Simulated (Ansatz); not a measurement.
A crystal relaxed with r2SCAN in Ansatz has space group F-43m (No. 216) and a = 3.610 Å.

```json
{"atom": "B", "site": "4a", "x": "0.0000", "y": "0.0000", "z": "0.0000"}
{"atom": "Xx", "site": "4d", "x": "0.2500", "y": "0.2500", "z": "0.7500"}
```

r2SCAN gives an indirect gap of 5.00 eV, from Γ to X; the least direct gap is 9.59 eV at Γ. HSE06 gives an indirect gap of 5.79 eV, from Γ to X; the least direct gap is 10.59 eV at Γ. With PBE the valence top lies at Γ and the conduction bottom at X, 4.48 eV higher; the smallest vertical gap, at Γ, is 8.85 eV. Meshes: r2SCAN 12×12×12, HSE06 8×8×8, PBE 12×12×12. r2SCAN's ε∞ is 4.5 in all directions.

**Question.** Which element is Xx?
A. As
B. N
C. Sb
D. P

**Answer.** B. Xx is N: zincblende BN. B is surrounded by 4 N at 1.56 Å; N is surrounded by 4 B at 1.56 Å.

(Simulation; spin polarisation is off.)

The meshes of the hybrids are coarse, so their gaps aren't converged to the digits shown.
